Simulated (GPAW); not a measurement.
Crystal: Rh.

```
Rh
1.0
     0.00000    1.89785    1.89785
     1.89785    0.00000    1.89785
     1.89785    1.89785    0.00000
Rh
1
Direct
  0.00000 0.00000 0.00000
```

- Program: GPAW 26.7.0
- Task: relaxation of cell and atoms
- Functional: PBEsol
- Dispersion: D3(BJ)
- Potentials or basis: PAW data sets generated in the run's folder for this functional
- Cutoff: 600 eV
- Basis: pw
- k mesh: 12 × 12 × 12
- Occupations: fermi-dirac, width 0.05 eV
- Spin: no spin polarisation

At the start: pressure -8.7 GPa; volume 13.67 Å³/atom.

Where does the relaxation end?

Over 3 steps the energy falls by 11.3 meV/atom and the volume is 13.27 Å³/atom (-2.9 %); space group Fm-3m (No. 225, to 0.05 Å).

Step by step:
```
step  energy change (eV)  largest force (eV/Å)  pressure (GPa)  volume (Å³)
   1              0.0000                0.0000           -8.67        13.67
   2             -0.0113                0.0000            0.62        13.24
   3             -0.0113                0.0000           -0.03        13.27
```

Final structure:
```
Rh
1.0
     0.00000    1.87919    1.87919
     1.87919    0.00000    1.87919
     1.87919    1.87919    0.00000
Rh
1
Direct
  0.00000 0.00000 0.00000
```

Caveat: later steps reuse the first step's grids; pairwise dispersion overbinds metals, which lowers pressure and volume.
